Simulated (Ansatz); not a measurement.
# GaN (P6_3mc) in Ansatz: notebook

The runs below take GaN through single point, band structure, with PBEsol.

Program: Ansatz 0.2.0. These are calculated values, not measurements. Logs are shortened: lines on timing, memory, paths and dates and some standing lists are left out, and cuts for length are marked.

**Experimental background.**

From “Studying electronic properties in GaN without electrical contacts using γ-γ vs e−-γ Perturbed Angular Correlations”, 2019, pmc:6823545, for a bulk crystal of GaN: band gap 3.503 ± 0.005 eV (direct).

How close the calculation comes is told below.

**1. The crystal as given**

The structure is hexagonal, space group P6_3mc (No. 186). The conventional cell has a = 3.212 Å, b = 3.212 Å, c = 10.357 Å, α = 90.00°, β = 90.00°, γ = 120.00°. Around Ga (site symmetry 3m) lie 4 N at 1.95 to 2.00 Å. Ga (site symmetry 3m) has 3 N at 1.94 Å as nearest neighbours. N (site symmetry 3m) is surrounded by 4 Ga at 1.94 to 2.00 Å. Around N (site symmetry 3m) lie 3 Ga at 1.95 Å.

The cell is a database's computed one.

**2. Single point, PBEsol, 10.87 Å³/atom (volume scaled by 0.94)**

The input, input.yaml:

```yaml
crystal:
  lattice:
    - [3.1459778032, 0.0, 0.0]
    - [-1.5729889016, 2.7244966974, 0.0]
    - [0.0, 0.0, 10.1454165942]
  atoms:
    - { symbol: Ga, position: [0.0, 0.0, 0.785868] }
    - { symbol: Ga, position: [0.6666666667, 0.3333333333, 0.037349] }
    - { symbol: Ga, position: [0.3333333333, 0.6666666667, 0.537349] }
    - { symbol: Ga, position: [0.0, 0.0, 0.285868] }
    - { symbol: "N", position: [0.0, 0.0, 0.093038] }
    - { symbol: "N", position: [0.6666666667, 0.3333333333, 0.343745] }
    - { symbol: "N", position: [0.0, 0.0, 0.593038] }
    - { symbol: "N", position: [0.3333333333, 0.6666666667, 0.843745] }
kpoints:
  mp_grid: { grid: [10, 10, 3] }
scf:
  occupations: { method: fermi_dirac, width: 0.05 }
hamiltonian:
  xc: pbesol
  pseudopotentials: { kind: all_electron, lapw: { basis_error: 0.001 } }
output:
  forces: true
  stress: true
  eigenvalues: true
```

Potentials or basis: all-electron LAPW, scalar-relativistic.

On the command line:

```
> ansatz run input.yaml --threads 4 --pin off --max-ram 12288MiB --backend cpu --events-out ev --progress --plain --runs-dir out
```

Standard output:

```text
Warning: RAYON_NUM_THREADS=4 ignored (pool sized by the plan → 4); use --threads N
LAPW: plane waves up to 10.808 Å⁻¹, error target 1.0e-3 eV per atom; small_component_spin mean_spin; N in spheres of 0.832 Å, 7 of its electrons in bands, Dirac shells []; Ga in spheres of 1.070 Å, 21 of its electrons in bands, Dirac shells [] (how accurate: hamiltonian.pseudopotentials.lapw.basis_error, Limitations)
Engine: ansatz 0.2.0, x86_64-unknown-linux-gnu
Pseudopotentials: kind: all_electron
Pseudopotential: Ga, LAPW, valence charge 21, lapw/all_electron/scalar/gaussian/Ga, Koelling and Harmon's equation, gaussian nucleus
Pseudopotential: N, LAPW, valence charge 7, lapw/all_electron/scalar/gaussian/N, Koelling and Harmon's equation, gaussian nucleus
Functional definition: PBEsol
  exchange = pbesol_x
  correlation = pbesol_c
Crystal: 8 atoms, lattice volume = 86.958 Å³
Basis set: ecut = 445.0473091267434 eV, 1907 PW (Γ), exchange–correlation at level 2
Bands: 68, of which v1, the nominal top of the filled ones, is band 56 counted from 1 (55 counted from 0)
Symmetry: 12 space group operations
Space group: P63mc (ITA 186), of the structure as read, at distance tolerance 4.4e-5 Å
k-points: 28 of 300 (time reversal used)
Non-local potential: Ga, projectors of the file, none
Non-local potential: N, projectors of the file, none
Initial density: superposition of atomic densities (chi_scale 0.1, normalization cell, long waves kept (reshape's long-wave potential 0.01 eV rms))
Initial wavefunctions: plane waves of lowest kinetic energy (no species holds an atomic orbital)
[... 16 lines left out ...]
SCF 1 converged in 11 iterations: F = -217380.992017 eV  dr2 = 9.78e-8
SCF converged after 11 iterations
Free energy (F): -217380.992017 eV
Harris-Foulkes:  -217380.992017 eV  (|F-HF|=4.61e-8)
Internal energy: -217380.992017 eV  (E = F + TS)
E sigma→0 (E₀):  -217380.992017 eV
Entropy (-TS):   -0.000000 eV (-0.000 meV/atom)
Fermi energy:    13.301816 eV
--- Per-component energies (eV) ---
  E_band       = -5712.252928
  E_kinetic    = 221505.458661
  E_xc         = -8810.822809
  E_electrostatic = -430075.627870  (all electrons and nuclei)
  E_smearing   = -0.000000  (= −TS)
  E_closure    = 0.000000  (closes the sum)
  E_atoms      = -217330.793106  (free atoms, spherical and without spin; not in F)
  Σ components = -217380.992017   (vs F -217380.992017, Δ=0.00e0)
  Basis errors (estimates in eV, not in F): energy 4.6e-4 per atom: plane waves 4.2e-4 (2.5e-4 summed), levels above the bands 6.2e-87, relativity 3.1e-8, radial functions 3.7e-5, core shells 6.1e-10; eigenvalues (radial functions only) 5.9e-6; not estimated: angular momenta, meshes, grids; target (lapw.basis_error) 1.0e-3; muffin-tin radii N 0.832 Å, Ga 1.070 Å
--- Forces (eV/Å), atoms counted from 1 ---
  atom   1  Ga     0.00000000     0.00000000    -0.03646971
  atom   2  Ga     0.00000000     0.00000000    -0.46672829
  atom   3  Ga     0.00000000    -0.00000000    -0.46672829
  atom   4  Ga     0.00000000    -0.00000000    -0.03646971
  atom   5  N      0.00000000    -0.00000000    -0.15891008
  atom   6  N      0.00000000     0.00000000     0.66208848
  atom   7  N     -0.00000000     0.00000000    -0.15891008
  atom   8  N     -0.00000000    -0.00000000     0.66208848
  max |Σ_I F_I| component: 3.92e-5 eV/Å
--- Stress (GPa, compression-positive) ---
        3.739135      -0.000000       0.000000
        0.000000       3.739135       0.000000
        0.000000       0.000000       8.251237
  P = ⅓ Tr σ = 5.2432 GPa (52.432 kbar)
--- Band table (eV; the first three rows and the last of 28) ---
  k-point 0: bands = ["-361.5273", "-361.5273", "-361.0980", "-361.0980", "-130.0483", "-130.0483", "-129.3379", "-129.3379", "-81.0881", "-81.0881", "-80.8982", "-80.8982", "-80.8982", "-80.8982", "-80.2731", "-80.2731", "-80.2458", "-80.2458", "-80.2458", "-80.2458", "-4.2165", "-3.8422", "-3.0641", "-2.8561", "-1.7853", "-1.7853", "-1.7818", "-1.7818", "-1.5652", "-1.5486", "-1.5486", "-1.5428", "-1.5428", "-1.5126", "-1.1538", "-1.1538", "-1.1531", "-1.1531", "-0.8541", "-0.8541", "-0.8500", "-0.8500", "-0.7147", "0.1467", "5.3263", "8.0205", "9.0919", "11.2152", "11.2152", "11.2605", "11.2605", "12.0686", "12.0686", "12.0996", "12.0996", "12.6499", "13.9013", "16.4002", "16.5047", "16.5761", "19.9957", "20.7312", "21.3443", "21.4829", "21.4829", "22.2483", "22.2483", "23.2337"]
  k-point 1: bands = ["-361.5273", "-361.5273", "-361.0980", "-361.0980", "-130.0483", "-130.0483", "-129.3379", "-129.3379", "-81.0881", "-81.0881", "-80.8982", "-80.8982", "-80.8982", "-80.8982", "-80.2731", "-80.2731", "-80.2458", "-80.2458", "-80.2458", "-80.2458", "-4.1417", "-3.9606", "-2.9879", "-2.8902", "-1.7844", "-1.7844", "-1.7826", "-1.7826", "-1.5577", "-1.5472", "-1.5472", "-1.5443", "-1.5443", "-1.5333", "-1.1536", "-1.1536", "-1.1532", "-1.1532", "-0.8531", "-0.8531", "-0.8510", "-0.8510", "-0.5136", "-0.0888", "5.8064", "6.9591", "10.2273", "11.2263", "11.2263", "11.2489", "11.2489", "11.6867", "12.0766", "12.0766", "12.0921", "12.0921", "14.7350", "15.7804", "16.5704", "16.6743", "20.2185", "20.5783", "21.6272", "21.6272", "21.8277", "21.9868", "21.9868", "23.0227"]
  k-point 2: bands = ["-361.5273", "-361.5273", "-361.0980", "-361.0980", "-130.0483", "-130.0483", "-129.3379", "-129.3379", "-81.0881", "-81.0881", "-80.8983", "-80.8983", "-80.8982", "-80.8982", "-80.2731", "-80.2731", "-80.2459", "-80.2459", "-80.2458", "-80.2458", "-4.1117", "-3.7705", "-2.9871", "-2.8220", "-1.7863", "-1.7855", "-1.7669", "-1.7641", "-1.5771", "-1.5710", "-1.5454", "-1.5413", "-1.5127", "-1.4373", "-1.1398", "-1.1329", "-1.1315", "-1.1307", "-0.8871", "-0.8683", "-0.8551", "-0.8497", "-0.6304", "0.2281", "5.4922", "7.9888", "9.0506", "10.4000", "10.8388", "10.9345", "11.1191", "11.1332", "11.5372", "11.8301", "12.0482", "12.5875", "14.7077", "16.6671", "17.0871", "17.1541", "19.7076", "20.1418", "20.7830", "21.5042", "21.8415", "21.9767", "22.4101", "22.5841"]
  k-point 27: bands = ["-361.5273", "-361.5273", "-361.0980", "-361.0980", "-130.0482", "-130.0482", "-129.3378", "-129.3378", "-81.0880", "-81.0880", "-80.8993", "-80.8993", "-80.8990", "-80.8990", "-80.2730", "-80.2730", "-80.2470", "-80.2470", "-80.2467", "-80.2467", "-3.2863", "-3.2639", "-2.4617", "-2.4586", "-1.6991", "-1.6973", "-1.6535", "-1.6482", "-1.6192", "-1.6122", "-1.4857", "-1.4856", "-1.0694", "-1.0598", "-1.0244", "-1.0242", "-0.9457", "-0.9447", "-0.8734", "-0.8721", "0.4406", "0.4619", "1.0987", "1.1283", "5.6476", "5.7418", "6.0862", "6.4348", "7.1490", "7.3318", "8.3413", "8.4949", "9.4080", "10.2591", "11.3911", "11.5162", "15.7919", "15.8977", "19.0542", "19.5767", "19.5913", "19.9546", "20.5741", "20.7729", "21.6281", "21.8537", "21.9300", "22.1217"]
```

It took 35 s on 4 threads of Intel Xeon Platinum 8375C at 2.90GHz (Ice Lake), shared host; peak memory 1 GiB.

What came out:

```
Free energy            : -217380.9920 eV
Pressure               : 5.2 GPa
Largest force          : 0.662 eV/Å
Band gap on the k mesh : 1.25 eV, direct
```

**3. Single point, PBEsol, 11.10 Å³/atom (volume scaled by 0.96)**

Changes to input.yaml since step 2:

```diff
@@ -2,5 +2,5 @@
   lattice:
-    - [3.1459778032, 0.0, 0.0]
-    - [-1.5729889016, 2.7244966974, 0.0]
-    - [0.0, 0.0, 10.1454165942]
+    - [3.1681333064, 0.0, 0.0]
+    - [-1.5840666532, 2.743683926, 0.0]
+    - [0.0, 0.0, 10.216865544]
   atoms:
```

Potentials or basis: all-electron LAPW, scalar-relativistic.

On the command line:

```
> ansatz run input.yaml --threads 4 --pin off --max-ram 12288MiB --backend cpu --events-out ev --progress --plain --runs-dir out
```

It took 41 s on 4 threads of Intel Xeon Platinum 8375C at 2.90GHz (Ice Lake), shared host; peak memory 1 GiB.

Results (log left out):

- Free energy: -217381.0278 eV
- Pressure: 1.0 GPa
- Largest force: 0.511 eV/Å
- Band gap on the k mesh: 1.09 eV, direct

**4. Single point, PBEsol, 11.33 Å³/atom (volume scaled by 0.98)**

Changes to input.yaml since step 3:

```diff
@@ -2,5 +2,5 @@
   lattice:
-    - [3.1681333064, 0.0, 0.0]
-    - [-1.5840666532, 2.743683926, 0.0]
-    - [0.0, 0.0, 10.216865544]
+    - [3.1899831921, 0.0, 0.0]
+    - [-1.594991596, 2.762606482, 0.0]
+    - [0.0, 0.0, 10.2873289123]
   atoms:
```

On the command line:

```
> ansatz run input.yaml --threads 4 --pin off --max-ram 12288MiB --backend cpu --events-out ev --progress --plain --runs-dir out
```

It took 40 s on 4 threads of Intel Xeon Platinum 8375C at 2.90GHz (Ice Lake), shared host; peak memory 0.99 GiB.

It converged, with:

- Free energy: -217381.0176 eV
- Pressure: -2.7 GPa
- Largest force: 0.371 eV/Å
- Band gap on the k mesh: 0.94 eV, direct

**5. Single point, PBEsol, 11.56 Å³/atom**

Changes to input.yaml since step 4:

```diff
@@ -2,5 +2,5 @@
   lattice:
-    - [3.1899831921, 0.0, 0.0]
-    - [-1.594991596, 2.762606482, 0.0]
-    - [0.0, 0.0, 10.2873289123]
+    - [3.2115377864, 0.0, 0.0]
+    - [-1.6057688932, 2.7812733083, 0.0]
+    - [0.0, 0.0, 10.35684]
   atoms:
```

On the command line:

```
> ansatz run input.yaml --threads 4 --pin off --max-ram 12288MiB --backend cpu --events-out ev --progress --plain --runs-dir out
```

Wall time 41 s (4 threads of Intel Xeon Platinum 8375C at 2.90GHz (Ice Lake), shared host); peak memory 0.99 GiB.

The run converged. Its results:

| Quantity | Value |
| --- | --- |
| Free energy | -217380.9664 eV |
| Pressure | -6.1 GPa |
| Largest force | 0.242 eV/Å |
| Band gap on the k mesh | 0.79 eV, direct |

**6. Single point, PBEsol, 11.79 Å³/atom (volume scaled by 1.02)**

Changes to input.yaml since step 5:

```diff
@@ -2,5 +2,5 @@
   lattice:
-    - [3.2115377864, 0.0, 0.0]
-    - [-1.6057688932, 2.7812733083, 0.0]
-    - [0.0, 0.0, 10.35684]
+    - [3.2328068684, 0.0, 0.0]
+    - [-1.6164034342, 2.7996928736, 0.0]
+    - [0.0, 0.0, 10.4254303433]
   atoms:
```

Potentials or basis: all-electron LAPW, scalar-relativistic.

On the command line:

```
> ansatz run input.yaml --threads 4 --pin off --max-ram 12288MiB --backend cpu --events-out ev --progress --plain --runs-dir out
```

Run time: 40 s. Hardware: 4 threads of Intel Xeon Platinum 8375C at 2.90GHz (Ice Lake), shared host; peak memory 0.99 GiB.

The run converged. Its results:

- Free energy: -217380.8785 eV
- Pressure: -9.1 GPa
- Largest force: 0.227 eV/Å
- Band gap on the k mesh: 0.65 eV, direct

**7. Single point, PBEsol, 12.03 Å³/atom (volume scaled by 1.04)**

Changes to input.yaml since step 6:

```diff
@@ -2,5 +2,5 @@
   lattice:
-    - [3.2328068684, 0.0, 0.0]
-    - [-1.6164034342, 2.7996928736, 0.0]
-    - [0.0, 0.0, 10.4254303433]
+    - [3.253799709, 0.0, 0.0]
+    - [-1.6268998545, 2.8178732069, 0.0]
+    - [0.0, 0.0, 10.4931298399]
   atoms:
```

On the command line:

```
> ansatz run input.yaml --threads 4 --pin off --max-ram 12288MiB --backend cpu --events-out ev --progress --plain --runs-dir out
```

Wall time 38 s (4 threads of Intel Xeon Platinum 8375C at 2.90GHz (Ice Lake), shared host); peak memory 1 GiB.

Results (log left out):

```
Free energy            : -217380.7579 eV
Pressure               : -11.7 GPa
Largest force          : 0.241 eV/Å
Band gap on the k mesh : 0.51 eV, direct
```

**8. Single point, PBEsol, 12.26 Å³/atom (volume scaled by 1.06)**

Changes to input.yaml since step 7:

```diff
@@ -2,5 +2,5 @@
   lattice:
-    - [3.253799709, 0.0, 0.0]
-    - [-1.6268998545, 2.8178732069, 0.0]
-    - [0.0, 0.0, 10.4931298399]
+    - [3.2745251067, 0.0, 0.0]
+    - [-1.6372625534, 2.8358219278, 0.0]
+    - [0.0, 0.0, 10.5599668638]
   atoms:
```

On the command line:

```
> ansatz run input.yaml --threads 4 --pin off --max-ram 12288MiB --backend cpu --events-out ev --progress --plain --runs-dir out
```

It took 42 s on 4 threads of Intel Xeon Platinum 8375C at 2.90GHz (Ice Lake), shared host; peak memory 1 GiB.

It converged, with:

| Property | Result |
| --- | --- |
| Free energy | -217380.6083 eV |
| Pressure | -14.1 GPa |
| Largest force | 0.279 eV/Å |
| Band gap on the k mesh | 0.39 eV, direct |

**9. Band structure, PBEsol**

Changes to input.yaml since step 8:

```diff
@@ -2,5 +2,5 @@
   lattice:
-    - [3.2745251067, 0.0, 0.0]
-    - [-1.6372625534, 2.8358219278, 0.0]
-    - [0.0, 0.0, 10.5599668638]
+    - [3.2115377864, 0.0, 0.0]
+    - [-1.6057688932, 2.7812733083, 0.0]
+    - [0.0, 0.0, 10.35684]
   atoms:
@@ -16,2 +16,13 @@
   mp_grid: { grid: [10, 10, 3] }
+  band_path:
+    path:
+      - [0.0, 0.0, 0.0]
+      - [0.5, 0.0, 0.0]
+      - [0.3333333333, 0.3333333333, 0.0]
+      - [0.0, 0.0, 0.0]
+      - [0.0, 0.0, 0.5]
+      - [0.5, 0.0, 0.5]
+      - [0.3333333333, 0.3333333333, 0.5]
+      - [0.0, 0.0, 0.5]
+    npoints: 12
 scf:
@@ -20,3 +31,3 @@
   xc: pbesol
-  pseudopotentials: { kind: all_electron, lapw: { basis_error: 0.001 } }
+  pseudopotentials: { kind: all_electron, lapw: { basis_error: 0.002 } }
 output:
```

Potentials or basis: all-electron LAPW, scalar-relativistic.

On the command line:

```
> ansatz run input.yaml --threads 4 --pin off --max-ram 12288MiB --backend cpu --events-out ev --progress --plain --runs-dir out
```

Run time: 38 s. Hardware: 4 threads of Intel Xeon Platinum 8559C (Emerald Rapids), shared host; peak memory 0.86 GiB.

It converged, with:

```yaml
Free_energy: -217380.9634 eV
Pressure: -6.1 GPa
Largest_force: 0.242 eV/Å
Band_gap_on_the_k_mesh: 0.79 eV, direct
Band_gap_along_the_path: 0.79 eV, direct
```

Forces on the atoms (eV/Å):
```
Ga   0.000  0.000  0.020
Ga   0.000  0.000 -0.049
Ga   0.000  0.000 -0.049
Ga   0.000  0.000  0.020
N    0.000  0.000 -0.212
N    0.000  0.000  0.242
N    0.000  0.000 -0.212
N    0.000  0.000  0.242
```

Stress tensor (GPa, compression positive):
```
-8.92  0.00  0.00
 0.00 -8.92  0.00
 0.00  0.00 -0.40
```

Levels at the corners of the path, in eV from the valence-band top:
```tsv
point	band 52	band 53	band 54	band 55	band 56	band 57	band 58	band 59	band 60	band 61
Γ	-0.59	-0.59	-0.55	-0.55	0.00	0.79	3.29	3.44	3.51	6.93
M	-2.36	-2.17	-1.96	-1.53	-0.76	1.88	2.38	4.60	4.63	5.73
K	-4.00	-3.44	-1.86	-1.21	-1.21	3.10	3.10	5.82	6.58	6.58
Γ	-0.59	-0.59	-0.55	-0.55	0.00	0.79	3.29	3.44	3.51	6.93
A	-1.40	-0.57	-0.57	-0.57	-0.57	2.24	2.24	3.55	3.55	7.33
L	-3.07	-1.79	-1.79	-1.43	-1.43	2.43	2.43	4.39	4.39	5.81
H	-4.20	-2.60	-2.60	-1.07	-1.07	2.94	2.94	6.62	6.62	6.67
A	-1.40	-0.57	-0.57	-0.57	-0.57	2.24	2.24	3.55	3.55	7.33
```

**10. Comparison with measurements**

Step 9. Measured gap of GaN: 3.503 eV (direct; quoted in “Studying electronic properties in GaN without electrical contacts using γ-γ vs e−-γ Perturbed Angular Correlations”, 2019, pmc:6823545). This calculation gives 0.79 eV (-2.71 eV). So large a miss can be the level of theory's own, or it may mean another phase, state or a wrong row. Spin-orbit coupling on Ga is left out. The value is that of PBEsol, without temperature or zero-point motion. Semilocal functionals fall short of measured gaps as a rule. The cell is a database's relaxed one, not the measured one, which moves gaps too.
